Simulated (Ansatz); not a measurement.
# Bi2Se3 (Paraguanajuatite) (R-3m) in Ansatz: settings compared

The runs below take Bi2Se3 (Paraguanajuatite) through relaxation of cell and atoms, single point, with PBEsol+D4, BLYP+D4, PBE.

Everything below comes from runs of Ansatz 0.2.0. Logs are shortened: lines on timing, memory, paths and dates and some standing lists are left out, and cuts for length are marked.

## 1. The structure

It takes space group R-3m (No. 166, trigonal). Conventional cell: a = 4.143 Å, b = 4.143 Å, c = 28.636 Å, α = 90.00°, β = 90.00°, γ = 120.00°. Bi (site symmetry 3m) is surrounded by 6 Se at 2.85 to 3.07 Å. Se (site symmetry 3m) is surrounded by 3 Bi at 2.85 Å. Se (site symmetry -3m) is surrounded by 6 Bi at 3.07 Å.

## 2. Relaxation of cell and atoms, PBEsol+D4

The input, input.yaml:

```yaml
crystal:
  lattice:
    - [2.0715, 1.1959810826, 9.5453333333]
    - [-2.0715, 1.1959810826, 9.5453333333]
    - [0.0, -2.3919621653, 9.5453333333]
  atoms:
    - { symbol: Bi, position: [0.5992, 0.5992, 0.5992] }
    - { symbol: Bi, position: [0.4008, 0.4008, 0.4008] }
    - { symbol: Se, position: [0.7883, 0.7883, 0.7883] }
    - { symbol: Se, position: [0.2117, 0.2117, 0.2117] }
    - { symbol: Se, position: [0.0, 0.0, 0.0] }
hamiltonian:
  xc: pbesol
  pseudopotentials: { kind: paw }
  dispersion: d4
kpoints:
  mp_grid: { grid: [8, 8, 8] }
scf:
  occupations: { method: fermi_dirac, width: 0.05 }
output:
  forces: true
  stress: true
relax:
  f_tol: 0.01
  max_steps: 40
  cell: { stress_tol: 0.05 }
```

Potentials or basis: Ansatz PAW.

On the command line:

```console
ansatz run input.yaml --threads 2 --pin off --max-ram 5120MiB --backend cpu --events-out ev --progress --plain --runs-dir out
```

Standard output:

```text
Warning: RAYON_NUM_THREADS=2 ignored (pool sized by the plan → 2); use --threads N
basis.fft_grid_basis auto: the FFT boxes are laid along the combinations [[1, 0, -1], [0, 1, -1], [0, 0, 1]] of the cell's own vectors, 4.143, 4.143 and 9.840 Å long. The dense box has 30×30×72 points. Along the cell's own vectors, as sized, it would have 72×72×72, 5.76 times as many. Of the 12 symmetry operations that the crystal satisfies within crystal.symmetry.tolerance (time reversal apart; of a slab, those that keep its plane) the dense box along the cell's own vectors carries 12, and the one as laid loses 8 of those. basis.fft_grid_basis: typed keeps the cell's own vectors: state it where this run's energies or levels are differenced outside the engine with another run's, or held beside a run that keeps those vectors.
Engine: ansatz 0.2.0, x86_64-unknown-linux-gnu
Pseudopotentials: kind: paw
Pseudopotential: Bi, paw, valence charge 15, recommended cutoff 420 eV (normal), Bi.paw.azcp
Pseudopotential: Se, paw, valence charge 16, recommended cutoff 420 eV (normal), Se.paw.azcp
Functional definition: PBEsol
  exchange = pbesol_x
  correlation = pbesol_c
Crystal: 5 atoms, lattice volume = 141.890 Å³
Basis set: ecut = 420 eV, 2743 PW (Γ), FFT grids on a1−a3, a2−a3, a3, exchange–correlation on 60×60×144 points (8 copies of the dense FFT grid, shifted against one another)
Bands: 47, of which v1, the nominal top of the filled ones, is band 39 counted from 1 (38 counted from 0)
Symmetry: 12 space group operations
Space group: R-3m (ITA 166), of the structure as read, at distance tolerance 5.2e-5 Å
k-points: 65 of 512
Non-local potential: Bi, projectors of the file, l = 0: 2, l = 1: 2, l = 2: 2, l = 3: 2
Non-local potential: Se, projectors of the file, l = 0: 2, l = 1: 2, l = 2: 3, l = 3: 1
PAW form: soft (Blöchl's): semilocal exchange-correlation on the pseudo side does not see the compensation charge
PAW frozen core: Bi, regenerated for the run's functional, and the local potential with it (the file was generated under x = pbe(κ = 0.804, μ = 0.2195149727645171), c = pbe(β = 0.06672455060314922))
PAW frozen core: Se, regenerated for the run's functional, and the local potential with it (the file was generated under x = pbe(κ = 0.804, μ = 0.2195149727645171), c = pbe(β = 0.06672455060314922))
PAW one-centre angular grid: Bi, 590 points (default); XC on 64 Gauss nodes
PAW one-centre angular grid: Se, 590 points (default); XC on 64 Gauss nodes
Initial density: superposition of atomic densities (neutral atoms: chi_scale 0, normalization atom), corrected by the library's trained network
Initial wavefunctions: pseudopotential atomic-orbital guess
Functional: x = pbesol(κ = 0.804, μ = 0.12345679012345678), c = pbesol(β = 0.046)
SCF iter   1: F=—  HF=-40759.785342 eV  |F-HF|=—  |Δ(HF+E_count)|=         —  Δρ=3.07e-3  dr2=3.55e-2  ethr=1.77e-3  ⟨swp⟩=8.1  Hψ=12405  notcnv=0  defer=7
preconditioner: auto → Kerker (q_TF=auto, 2.469 Å⁻¹)  [metal: Δε(μ)=0.087 eV  Ē_g=9.312 eV  σ=0.050 eV  W_gap=0.41  n_scr=36 (ndim 8)  ℏωp=16.5 eV  f_vac=0.033  D(μ)=0.04/eV (n_scr^D=0)]
SCF iter   2: F=—  HF=-40759.777605 eV  |F-HF|=—  |Δ(HF+E_count)|=   7.74e-3  Δρ=1.54e-3  dr2=7.95e-3  ethr=4.55e-5  ⟨swp⟩=1.6  Hψ=4016  notcnv=0  defer=40
preconditioner: auto → Resta (q_TF=auto, 2.469 Å⁻¹)  ε∞=4.1  [insulator: Δε(μ)=0.116 eV  Ē_g=9.324 eV  σ=0.050 eV  W_gap=0.52  n_scr=36 (ndim 8)  ℏωp=16.5 eV  f_vac=0.031  D(μ)=0.04/eV (n_scr^D=0)  ε∞_Penn≈4.1]
SCF iter   3: F=—  HF=-40759.776325 eV  |F-HF|=—  |Δ(HF+E_count)|=   1.28e-3  Δρ=4.69e-4  dr2=3.48e-4  ethr=1.02e-5  ⟨swp⟩=2.1  Hψ=3527  notcnv=0  defer=40
SCF iter   4: F=—  HF=-40759.776347 eV  |F-HF|=—  |Δ(HF+E_count)|=   2.21e-5  Δρ=2.03e-4  dr2=1.11e-4  ethr=4.46e-7  ⟨swp⟩=2.1  Hψ=3936  notcnv=0  defer=40
SCF iter   5: F=—  HF=-40759.776361 eV  |F-HF|=—  |Δ(HF+E_count)|=   1.43e-5  Δρ=9.08e-5  dr2=3.19e-5  ethr=1.42e-7  ⟨swp⟩=2.0  Hψ=4837  notcnv=0  defer=40
SCF iter   6: F=—  HF=-40759.776344 eV  |F-HF|=—  |Δ(HF+E_count)|=   1.78e-5  Δρ=2.44e-5  dr2=1.33e-6  ethr=4.10e-8  ⟨swp⟩=2.1  Hψ=4374  notcnv=0  defer=40
SCF iter   7: F=—  HF=-40759.776345 eV  |F-HF|=—  |Δ(HF+E_count)|=   9.74e-7  Δρ=8.81e-6  dr2=1.71e-7  ethr=1.71e-9  ⟨swp⟩=2.0  Hψ=5497  notcnv=0  defer=40
SCF iter   8: F=-40759.776345 eV  HF=-40759.776345 eV  |F-HF|=1.32e-8  |Δ(HF+E_count)|=   1.46e-7  Δρ=2.51e-6  dr2=1.31e-8  ethr=1.28e-10  ⟨swp⟩=4.3  Hψ=10942  notcnv=0
SCF 1 converged in 8 iterations: F = -40759.776345 eV  dr2 = 1.31e-8
relax step   1: F+E_penalty+E_count = -40759.77634475 eV  Δ(F+E_penalty+E_count) = +0.000e0 eV  max|allowed force component| = 1.515e-1 eV/Å  Δτ_max = 0.0000 Å  P = -1.673 GPa  Ω = 141.890 Å³  (8 SCF iters, dr2 threshold 1.00e-7 eV, accepted)
Crystal: 5 atoms, lattice volume = 133.559 Å³
Basis set: ecut = 420 eV, 2611 PW (Γ), FFT grids on a1−a3, a2−a3, a3, exchange–correlation on 60×60×144 points (8 copies of the dense FFT grid, shifted against one another)
Initial density: handed on by an earlier stage of this run
Initial wavefunctions: those handed on with the density
iter 1 solved again at ethr=7.23e-5 eV; its pass at ethr=3.10e-3 eV (dr2=5.64e-2 eV) is discarded
SCF iter   1: F=—  HF=-40759.802782 eV  |F-HF|=—  |Δ(HF+E_count)|=         —  Δρ=3.50e-3  dr2=5.65e-2  ethr=7.23e-5  ⟨swp⟩=2.0  Hψ=14340  notcnv=0
preconditioner: auto → Kerker (q_TF=auto, 2.494 Å⁻¹)  [metal: Δε(μ)=0.028 eV  Ē_g=9.545 eV  σ=0.050 eV  W_gap=0.14  n_scr=36 (ndim 8)  ℏωp=17.0 eV  f_vac=0.016  D(μ)=0.04/eV (n_scr^D=0)]
SCF iter   2: F=—  HF=-40759.795645 eV  |F-HF|=—  |Δ(HF+E_count)|=   7.14e-3  Δρ=1.82e-3  dr2=1.63e-2  ethr=7.23e-5  ⟨swp⟩=2.0  Hψ=3512  notcnv=0
[... 54 lines left out ...]
SCF iter   4: F=—  HF=-40759.815221 eV  |F-HF|=—  |Δ(HF+E_count)|=   5.20e-6  Δρ=1.27e-5  dr2=8.43e-7  ethr=1.99e-9  ⟨swp⟩=2.0  Hψ=5590  notcnv=0
SCF iter   5: F=—  HF=-40759.815221 eV  |F-HF|=—  |Δ(HF+E_count)|=   9.49e-8  Δρ=4.87e-6  dr2=2.02e-7  ethr=1.08e-9  ⟨swp⟩=1.0  Hψ=3056  notcnv=0
SCF iter   6: F=—  HF=-40759.815221 eV  |F-HF|=—  |Δ(HF+E_count)|=   2.86e-8  Δρ=1.50e-6  dr2=2.78e-8  ethr=2.59e-10  ⟨swp⟩=2.0  Hψ=4900  notcnv=0
SCF iter   7: F=—  HF=-40759.815221 eV  |F-HF|=—  |Δ(HF+E_count)|=   3.95e-9  Δρ=9.07e-7  dr2=3.41e-9  ethr=3.56e-11  ⟨swp⟩=2.0  Hψ=4432  notcnv=0
SCF iter   8: F=—  HF=-40759.815221 eV  |F-HF|=—  |Δ(HF+E_count)|=  2.18e-11  Δρ=3.53e-7  dr2=7.89e-10  ethr=4.37e-12  ⟨swp⟩=2.0  Hψ=4941  notcnv=0
SCF iter   9: F=—  HF=-40759.815221 eV  |F-HF|=—  |Δ(HF+E_count)|=    0.00e0  Δρ=1.17e-7  dr2=7.52e-11  ethr=1.01e-12  ⟨swp⟩=2.0  Hψ=5558  notcnv=0
SCF iter  10: F=-40759.815221 eV  HF=-40759.815221 eV  |F-HF|=0.00e0  |Δ(HF+E_count)|=    0.00e0  Δρ=5.05e-8  dr2=9.61e-12  ethr=1.00e-12  ⟨swp⟩=4.1  Hψ=10747  notcnv=0
SCF 6 converged in 10 iterations: F = -40759.815221 eV  dr2 = 9.61e-12
relax step   6: F+E_penalty+E_count = -40759.81522132 eV  Δ(F+E_penalty+E_count) = -9.149e-5 eV  max|allowed force component| = 3.613e-3 eV/Å  Δτ_max = 0.0025 Å  P = -0.006 GPa  Ω = 135.594 Å³  energy of the carried Pulay correction = +9.102e-4 eV  (10 SCF iters, accepted)
Initial wavefunctions: pseudopotential atomic-orbital guess (no wavefunctions were taken with the density)
iter 1 solved again at ethr=1.47e-7 eV; its pass at ethr=3.10e-3 eV (dr2=1.14e-4 eV) is discarded
SCF iter   1: F=—  HF=-40759.814276 eV  |F-HF|=—  |Δ(HF+E_count)|=         —  Δρ=4.63e-5  dr2=5.45e-7  ethr=1.47e-7  ⟨swp⟩=3.3  Hψ=20902  notcnv=0
preconditioner: auto → Kerker (q_TF=auto, 2.488 Å⁻¹)  [metal: Δε(μ)=0.008 eV  Ē_g=9.464 eV  σ=0.050 eV  W_gap=0.04  n_scr=36 (ndim 8)  ℏωp=16.9 eV  f_vac=0.018  D(μ)=0.04/eV (n_scr^D=0)]
SCF iter   2: F=—  HF=-40759.814274 eV  |F-HF|=—  |Δ(HF+E_count)|=   2.06e-6  Δρ=2.46e-5  dr2=1.69e-7  ethr=6.99e-10  ⟨swp⟩=2.0  Hψ=5593  notcnv=0
SCF iter   3: F=—  HF=-40759.814274 eV  |F-HF|=—  |Δ(HF+E_count)|=   9.43e-8  Δρ=7.29e-6  dr2=1.62e-8  ethr=2.16e-10  ⟨swp⟩=2.2  Hψ=4184  notcnv=0
SCF iter   4: F=—  HF=-40759.814274 eV  |F-HF|=—  |Δ(HF+E_count)|=   5.97e-9  Δρ=1.02e-6  dr2=8.41e-10  ethr=2.07e-11  ⟨swp⟩=2.0  Hψ=5561  notcnv=0
SCF iter   5: F=-40759.814274 eV  HF=-40759.814274 eV  |F-HF|=2.91e-11  |Δ(HF+E_count)|=  4.51e-10  Δρ=1.89e-7  dr2=4.76e-11  ethr=1.00e-12  ⟨swp⟩=4.0  Hψ=13472  notcnv=0
SCF 7 converged in 5 iterations: F = -40759.814274 eV  dr2 = 4.76e-11
relax step   7: F+E_penalty+E_count = -40759.81427420 eV  Δ(F+E_penalty+E_count) = +9.471e-4 eV  max|allowed force component| = 3.703e-3 eV/Å  Δτ_max = 0.0000 Å  P = -0.005 GPa  Ω = 135.594 Å³  stress off target by 3.74e-2 GPa  SCF on the basis re-selected at this cell (its energy is not comparable with the rows above)  (5 SCF iters)
basis re-selected at this cell: Δ(F+E_penalty+E_count) = +9.471e-4 eV, ΔP = +0.001 GPa vs the last step (what re-selecting the basis moved, of the pressure what is left beyond the Pulay correction that the steps carried, after the strain that the cell walked since its last selection, with what the two solves' SCF thresholds leave and, on support functions, any second-order correction that the steps lacked; it is no measure of the basis error at this ecutwfc). This SCF's stress stands 3.74e-2 GPa from its target on what of the cell is left free (relax.cell.stress_tol is 5.00e-2 GPa) and its largest allowed force component is 3.70e-3 eV/Å (relax.f_tol is 1.00e-2 eV/Å): within both
SCF converged after 5 iterations
Free energy (F): -40759.814274 eV
Harris-Foulkes:  -40759.814274 eV  (|F-HF|=2.91e-11)
Internal energy: -40759.813925 eV  (E = F + TS)
E sigma→0 (E₀):  -40759.814099 eV
Entropy (-TS):   -0.000349 eV (-0.070 meV/atom)
Fermi energy:    9.788294 eV
--- Per-component energies (eV) ---
  E_band       = -1301.395174
  E_kinetic    = 959.627976
  E_local      = -10088.565506  (includes V_loc(G=0)·N_el)
  E_nonlocal   = -650.049063
  E_hartree    = 4491.556736
  E_xc         = -612.696508
  E_vxc        = -584.983152  (∫ρ·V_xc dr)
  E_paw        = -26621.549817  (= ΣΔE_a)
  E_vpaw       = 79.462992  (= ΣTr[D̂ρ^β])
  E_aug_tail   = -0.002696  (compensation charges beyond the density's cutoff)
  E_ewald      = -8240.020316
  E_disp       = -1.319585  (pairwise vdW)
  E_core_change = 3.204856  (= ΣΔE_core)
  E_smearing   = -0.000349  (= −TS)
  E_closure    = -0.000000  (closes the sum)
  Σ components = -40759.814274   (vs F -40759.814274, Δ=0.00e0)
--- Forces (eV/Å), atoms counted from 1 ---
  atom   1  Bi     0.00000000    -0.00000000     0.00000032
  atom   2  Bi    -0.00000000     0.00000000    -0.00000032
  atom   3  Se     0.00000000    -0.00000000     0.00370285
  atom   4  Se     0.00000000     0.00000000    -0.00370285
  atom   5  Se     0.00000000     0.00000000     0.00000000
  max |Σ_I F_I| component: 4.63e-18 eV/Å
--- Stress (GPa, compression-positive) ---
        0.010877       0.000000       0.000000
        0.000000       0.010877       0.000000
        0.000000       0.000000      -0.037372
  P = ⅓ Tr σ = -0.0052 GPa (-0.052 kbar)
--- Relaxed structure (6 steps of the walk, 5 accepted, 1 SCFs on fresh bases) ---
  F+E_penalty+E_count = -40759.81427420 eV   max|allowed force component| = 3.703e-3 eV/Å   (the final SCF, on the basis selected at the relaxed cell)
  cell:  # Å, volume = 135.5943 Å³
    - [2.0498416796638925, 1.1834766455337968, 9.315587518903294]
    - [-2.0498416796638925, 1.1834766455337968, 9.315587518903294]
    - [-9.89419841936411e-33, -2.3669532911163897, 9.315587518897095]
  atoms:
    - { symbol: Bi, position: [0.5985766662433952, 0.5985766662433952, 0.5985766662433953] }
    - { symbol: Bi, position: [0.4014233337566045, 0.4014233337566045, 0.40142333375660455] }
    - { symbol: Se, position: [0.7910795467605779, 0.7910795467605779, 0.7910795467605781] }
    - { symbol: Se, position: [0.20892045323942193, 0.20892045323942193, 0.20892045323942202] }
    - { symbol: Se, position: [-1.2115682888627558e-19, -1.2115682888627563e-19, -1.2115682888400672e-19] }
```

Run time: 36 s. Hardware: 2 threads of Intel Xeon 6975P-C (Granite Rapids), shared host; peak memory 0.66 GiB.

What came out:

| Quantity | Value |
| --- | --- |
| Free energy | -40759.8143 eV |
| Relaxed volume | 27.12 Å³/atom |
| Relaxed cell | a = 9.612 Å, b = 9.612 Å, c = 9.612 Å, α = 24.63°, β = 24.63°, γ = 24.63° |
| Space group after relaxing (to 0.05 Å) | R-3m (No. 166) |
| Energy gained by relaxing | 7.6 meV/atom |
| Ionic steps | 6 |
| Pressure after relaxing | 0.0 GPa |
| Largest force after relaxing | 0.004 eV/Å |

Forces in eV/Å, atoms in the order of the input:
```
Bi   0.000  0.000  0.000
Bi   0.000  0.000  0.000
Se   0.000  0.000  0.004
Se   0.000  0.000 -0.004
Se   0.000  0.000  0.000
```

Step by step:
```tsv
step	energy change (eV)	largest force (eV/Å)	volume (Å³)
1	0.0000	0.1515	141.89
2	-0.0162	0.2273	133.56
3	-0.0375	0.0243	135.96
4	-0.0388	0.0137	135.66
5	-0.0389	0.0036	135.59
6	-0.0379	0.0037	135.59
```

Final structure:
```yaml
crystal:
  lattice:
    - [2.04984, 1.18348, 9.31559]
    - [-2.04984, 1.18348, 9.31559]
    - [0.00000, -2.36695, 9.31559]
  atoms:
    - { symbol: Bi, position: [0.59858, 0.59858, 0.59858] }
    - { symbol: Bi, position: [0.40142, 0.40142, 0.40142] }
    - { symbol: Se, position: [0.79108, 0.79108, 0.79108] }
    - { symbol: Se, position: [0.20892, 0.20892, 0.20892] }
    - { symbol: Se, position: [0.00000, 0.00000, 0.00000] }
```

Caveat: the plane-wave basis is chosen anew once the cell has moved, so the energies of steps on either side of that aren't comparable; spin-orbit coupling is left out, which moves the levels of the heavy elements; the PAW data sets come from PBE, with cores solved anew for the run's functional, which leaves a small shift of forces and pressure.

(Continued in part 2 of 2.)
